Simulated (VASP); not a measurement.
Set up this calculation in VASP 6.6.1, as the native input.

- Task: single point
- Functional: PBE
- Dispersion: D3(BJ)
- Potentials or basis: VASP PAW PBE potentials, release 64 (F)
- Cutoff: 520 eV
- k mesh: 8 × 8 × 4
- Occupations: gaussian, width 0.05 eV
- Spin: no spin polarisation
- Dipole correction: no
- Further INCAR settings: ALGO = Fast; EDIFF = 1e-06; NBANDS = 22

The structure of F lies in POSCAR:

```
F
1.0
    2.8879035921     -1.8726144046      0.3047689400
    2.8879035921      1.8726144046      0.3047689400
   -0.8714501161      0.0000000000      7.0538360426
F
4
Direct
    0.9138648456      0.5855481450      0.0939279973
    0.4144518550      0.0861351544      0.4060720027
    0.0861351544      0.4144518550      0.9060720027
    0.5855481450      0.9138648456      0.5939279973
```

The cell isn't the ideal one: volume 19.322 Å^3 an atom, stretch along a over the lengths across it, relative to the relaxed cell 0.9802.

One way to write it, as run:

INCAR

```
PREC = Accurate ; ENCUT = 520
EDIFF = 1E-6 ; ISMEAR = 0
SIGMA = 0.05 ; LREAL = F
LASPH = T ; NELM = 100
ALGO = Fast ; ISIF = 2
LWAVE = F ; LCHARG = T
GGA = PE ; IVDW = 12
LELF = T ; LVHAR = T
NBANDS = 22
```

KPOINTS

```
Automatic mesh
0
Gamma
  8 8 4
```

Potentials or basis: VASP PAW PBE potentials, release 64 (F).

Command:

```sh
$ cat potpaw_PBE.64/F/POTCAR > POTCAR
$ mpirun -np 1 vasp_std > vasp.out
```

It gave:

| Property | Result |
| --- | --- |
| Pressure | -3.9 GPa |
| Largest force | 1.538 eV/Å |
| Band gap on the k mesh | 2.35 eV, direct |
| Dispersion energy per atom | -0.023 eV |

Caveat: forces of over 1 eV/Å show positions far from the minimum, so gaps and moduli don't describe the material at rest.

It took 56 s on 1 thread of Intel(R) Xeon(R) 6975P-C (Granite Rapids) (shared host), peak memory 0.25 GiB.
